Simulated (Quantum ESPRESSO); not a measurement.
The system is Os.

```
CELL_PARAMETERS angstrom
2.73410 0.00000 0.00000
-1.36705 2.36780 0.00000
0.00000 0.00000 4.31970
ATOMIC_POSITIONS crystal
Os 0.66667 0.33333 0.75000
Os 0.33333 0.66667 0.25000
```

Base run:

```yaml
Program: Quantum ESPRESSO 7.5
Functional: HLE16
Potentials_or_basis: SG15 PBE 1.2
Cutoff: 952 eV
Density_cutoff: 3810 eV
k_mesh: 11 × 11 × 6
Occupations: fermi-dirac, width 0.05 eV
Spin: no spin polarisation
```

Its results: band gap on the k mesh none (metal or under the smearing width); pressure -65.8 GPa.

After a change of settings the same cell gave: band gap on the k mesh none (metal or under the smearing width); pressure 5.1 GPa. Which change was it?
A. functional from HLE16 to LDA
B. functional from HLE16 to EV93PW91
C. functional from HLE16 to SCAN; k mesh from 11 × 11 × 6 to 8 × 8 × 4
D. functional from HLE16 to rev-vdW-DF2

D.

Caveats: the potentials were made for another functional, which shifts forces and pressure; spin-orbit coupling is left out, which moves the levels of the heavy elements; the cell as given lies far from equilibrium (some runs); the potentials were made for a functional far from this one (some runs).
